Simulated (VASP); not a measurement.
Set up this calculation in VASP 6.6.1, as the native input.

```yaml
Task: relaxation of cell and atoms
Functional: PBE
Potentials_or_basis: VASP PAW PBE potentials, release 64 (C)
Cutoff: 600 eV
k_mesh: 14 × 14 × 14
Occupations: gaussian, width 0.03 eV
Spin: no spin polarisation
Further_INCAR_settings: ALGO = Normal; EDIFF = 1e-06; IBRION = 2; EDIFFG = -0.01; NSW = 90; ISIF = 3
```

The structure of C lies in POSCAR:

```
C
1.0
    0.0000000000      1.7833700000      1.7833700000
    1.7833700000      0.0000000000      1.7833700000
    1.7833700000      1.7833700000      0.0000000000
C
2
Direct
    0.0000000000      0.0000000000      0.0000000000
    0.2500000000      0.2500000000      0.2500000000
```

This isn't the form of C at room conditions, which is graphite.

One way to write it, as run:

INCAR

```
ALGO = Normal
EDIFF = 1E-6
EDIFFG = -0.01
ENCUT = 600
GGA = PE
IBRION = 2
ISIF = 3
ISMEAR = 0
LASPH = True
LCHARG = False
LREAL = False
LWAVE = False
NELM = 80
NSW = 90
PREC = Accurate
SIGMA = 0.03
```

KPOINTS

```
k-points
0
Gamma
  14 14 14
```

Potentials or basis: VASP PAW PBE potentials, release 64 (C).

The run is started by

```bash
$ cat potpaw_PBE.64/C/POTCAR > POTCAR
$ mpirun -np 1 vasp_std > vasp.out
```

Results of the run:

```yaml
Relaxed_volume: 5.70 Å³/atom
Relaxed_cell: a = 2.526 Å, b = 2.526 Å, c = 2.526 Å, α = 60.00°, β = 60.00°, γ = 60.00°
Space_group_after_relaxing_to_0.05_Å: Fd-3m (No. 227)
Energy_gained_by_relaxing: 0.1 meV/atom
Ionic_steps: 3
Pressure_after_relaxing: 0.0 GPa
Band_gap_on_the_k_mesh: 4.12 eV, indirect (least direct gap 5.58 eV)
```

Run time: 23 s on 1 thread of AMD EPYC 7R43 64-Core Processor (Zen 3) (shared host), peak memory 0.08 GiB.
